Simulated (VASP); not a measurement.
# Bi (C2/m) in VASP: further runs, part 2 of 2

VASP 6.6.1. The steps go on from the part before.

### Step 4. Single point, PBE

This run uses another cell than the first one, of 30.83 Å³/atom, 0.881 times its volume.

INCAR reads:

```
PREC     = Accurate       # precision mode
ENCUT    = 520            # plane-wave cutoff, eV
EDIFF    = 1E-7           # SCF threshold, eV
ISMEAR   = 0              # smearing method
SIGMA    = 0.1            # smearing width, eV
LREAL    = False          # projectors in reciprocal space
LASPH    = True           # aspherical terms in the spheres
NELM     = 100            # most SCF steps
ALGO     = Normal         # electronic algorithm
ISIF     = 2              # what is computed and relaxed
LWAVE    = False          # write WAVECAR
LCHARG   = True           # write CHGCAR
GGA      = PE             # functional
LELF     = True           # ELF
LVHAR    = True         
NBANDS   = 30             # bands
```

KPOINTS reads:

```
regular mesh
0
Gamma
  4 4 4
```

POSCAR reads:

```
Bi
1.0
    4.4540815817     -2.4943950891      0.0000000000
    4.4540815817      2.4943950891      0.0000000000
   -0.1372274964      0.0000000000      4.1629531063
Bi
3
Direct
    0.6760000000      0.6760000000      0.6750000000
    0.3240000000      0.3240000000      0.3250000000
    0.0000000000      0.0000000000      0.0000000000
```

Potentials or basis: VASP PAW PBE potentials, release 64 (Bi_d).

Command:

```bash
$ cat potpaw_PBE.64/Bi_d/POTCAR > POTCAR
$ mpirun -np 1 vasp_std > vasp.out
```

OUTCAR:

```text
PREC = Accurate
   ENCUT = 520
   EDIFF = 1E-7
   ISMEAR = 0
   LREAL = False
   LASPH = True
   NELM = 100
   ISIF = 2
   GGA = PE

 ion  position               nearest neighbor table
   1  0.676  0.676  0.675-   3 3.15   2 3.20   2 3.20   3 3.26   3 3.26   2 3.41   2 3.88   2 3.88

   2  0.324  0.324  0.325-   3 3.15   1 3.20   1 3.20   3 3.26   3 3.26   1 3.41   1 3.88   1 3.88

   3  0.000  0.000  0.000-   1 3.15   2 3.15   1 3.26   1 3.26   2 3.26   2 3.26

  LATTYP: Found a base centered monoclinic cell.
 ALAT       =     8.9081631634
 B/A-ratio  =     0.5600245625
 C/A-ratio  =     0.4675727418
 COS(beta)  =    -0.0329460833

  Lattice vectors:

 A1 = (   4.4540815817,  -2.4943950891,   0.0000000000)
 A2 = (   4.4540815817,   2.4943950891,   0.0000000000)
 A3 = (  -0.1372274964,   0.0000000000,   4.1629531063)

Analysis of symmetry for initial positions (statically):
=====================================================================
 Subroutine PRICEL returns:
 Original cell was already a primitive cell.

 Routine SETGRP: Setting up the symmetry group for a
 base centered monoclinic supercell.

 Subroutine GETGRP returns: Found  4 space group operations
 (whereof  4 operations were pure point group operations)
 out of a pool of  4 trial point group operations.

The static configuration has the point symmetry C_2h.

Analysis of symmetry for dynamics (positions and initial velocities):
=====================================================================
 Subroutine PRICEL returns:
 Original cell was already a primitive cell.

 Routine SETGRP: Setting up the symmetry group for a
 base centered monoclinic supercell.

 Subroutine GETGRP returns: Found  4 space group operations
 (whereof  4 operations were pure point group operations)
 out of a pool of  4 trial point group operations.

The dynamic configuration has the point symmetry C_2h.

[... 116 lines left out ...]
   IALGO  =     38    algorithm
   IMIX   =      4    mixing-type and parameters
     AMIX     =   0.40;   BMIX     =  1.00
     AMIX_MAG =   1.60;   BMIX_MAG =  1.00
  volume/ion in A,a.u.               =      30.83       208.08
  Fermi-wavevector in a.u.,A,eV,Ry     =   1.287540  2.433098 22.555180  1.657759
  Thomas-Fermi vector in A             =   2.419548
   LORBIT       =      0    0 simple, 1 ext, 2 COOP (PROOUT), +10 PAW based schemes
   GGA     = PE    functional components
   LHFCALC =     F    Hartree Fock is set to
   AEXX    =    0.0000 exact exchange contribution
   IVDW    =     0    specifies the selected vdW correction
   LEPSILON=     F    determine dielectric tensor
   LRPA    =     F    only Hartree local field effects (RPA)
 non-spin polarized calculation
 Gauss-broadening in eV      SIGMA  =   0.10
  energy-cutoff  :      520.00
  volume of cell :       92.50
 maximum number of plane-waves:      2514
 NGX is ok and might be reduce to    40
   NGX = 19   NGY = 19   NGZ = 15

 number of electron      44.9999992 magnetization

 Free energy of the ion-electron system (eV)
  ---------------------------------------------------
  ext. energy  EPLUGINS =         0.00000000
  ---------------------------------------------------
  free energy    TOTEN  =       -10.96466886 eV

  energy without entropy =      -10.94566912  energy(sigma->0) =      -10.95516899

 E-fermi :   7.9196     XC(G=0): -10.2773

 val. band max:        7.9194381538   @ k =   0.2500   0.0000   0.2500
 cond. band min:       7.9966257756   @ k =   0.2500   0.0000   0.5000
 fundamental gap:      0.0771876218
 Fermi energy:         7.9195931712

 k-point     1 :       0.0000    0.0000    0.0000
  band No.  band energies     occupation
      1     -15.1488      2.00000
      2     -15.1486      2.00000
      3     -14.9761      2.00000
      4     -14.9730      2.00000
      5     -14.9640      2.00000
      6     -14.9580      2.00000
[... 781 lines left out ...]
     29      15.7248      0.00000
     30      15.9084      0.00000

------------------------ aborting loop because EDIFF is reached ----------------------------------------

  FORCE on cell =-STRESS in cart. coord.  units (eV):
  Direction    XX          YY          ZZ          XY          YZ          ZX
  --------------------------------------------------------------------------------------
  -------------------------------------------------------------------------------------
  Total        2.7574573      2.1368023      3.5938873      0.0000000      0.0000000      0.4997389
  in kB       47.7600156     37.0100777     62.2472419      0.0000000      0.0000000      8.6556320
  external PRESSURE =      49.0057784 kB  Pullay stress =       0.0000000 kB

 VOLUME and BASIS-vectors are now :
 -----------------------------------------------------------------------------
  energy-cutoff  :      520.00
  volume of cell :       92.50
      direct lattice vectors                 reciprocal lattice vectors
     4.454081582 -2.494395089  0.000000000     0.112256588 -0.200449400  0.003700424
     4.454081582  2.494395089  0.000000000     0.112256588  0.200449400  0.003700424
    -0.137227496  0.000000000  4.162953106     0.000000000  0.000000000  0.240214092

 POSITION                                       TOTAL-FORCE (eV/Angst)
 -----------------------------------------------------------------------------------
      5.92929      0.00000      2.80999        -0.379479      0.000000     -0.127460
      2.84165      0.00000      1.35296         0.379479      0.000000      0.127460
      0.00000      0.00000      0.00000        -0.000000      0.000000      0.000000
 -----------------------------------------------------------------------------------
    total drift:                               -0.000000     -0.000000     -0.000000

  FREE ENERGIE OF THE ION-ELECTRON SYSTEM (eV)
  ---------------------------------------------------
  free  energy   TOTEN  =       -10.9646688633 eV

  energy  without entropy=      -10.9456691198  energy(sigma->0) =      -10.95516899
```

stdout:

```text
POSCAR found type information on POSCAR Bi
 POSCAR found :  1 types and       3 ions
 scaLAPACK will be used
 LDA part: xc-table for (Slater+PW92), standard interpolation
 POSCAR, INCAR and KPOINTS ok, starting setup
 FFT: planning ... GRIDC
 FFT: planning ... GRID_SOFT
 FFT: planning ... GRID
 WAVECAR not read
 entering main loop
```

Run time: 38 s. Hardware: 1 thread of AMD EPYC 9R14 (Zen 4), shared host; peak memory 0.2 GiB.

What came out:

```yaml
Free_energy: -10.9647 eV
Pressure: 4.9 GPa
Largest_force: 0.400 eV/Å
Band_gap_on_the_k_mesh: none (metal or under the smearing width)
```

Forces in eV/Å, atoms in the order of the input:
```
Bi  -0.379  0.000 -0.127
Bi   0.379  0.000  0.127
Bi   0.000  0.000  0.000
```

Caveat: the k mesh is coarse (spacing up to 0.38 Å⁻¹), so the values aren't converged; spin-orbit coupling is left out, which moves the levels of the heavy elements.

### Step 5. The runs side by side

| task | cell | cutoff (eV) | gap on the mesh (eV) | pressure (GPa) | largest force (eV/Å) |
| --- | --- | --- | --- | --- | --- |
| single point | C2/m, 35.02 Å³/atom | 520 | none | -0.2 | - |
| relaxation of cell and atoms | relaxed | 600 | none | -0.1 | 0.01 |
| single point | C2/m, 30.83 Å³/atom | 520 | none | 4.9 | 0.40 |

Alike in all rows: level PBE; potentials or basis VASP PAW PBE potentials, release 64 (Bi_d); no spin polarisation; k mesh 4 × 4 × 4; smearing gaussian 0.1 eV; the mesh is coarse, so values aren't converged.

Caveats: all runs use coarse meshes; spin-orbit coupling is left out, which moves the levels of the heavy elements.

Absolute energies hang on the potentials; compare differences alone.
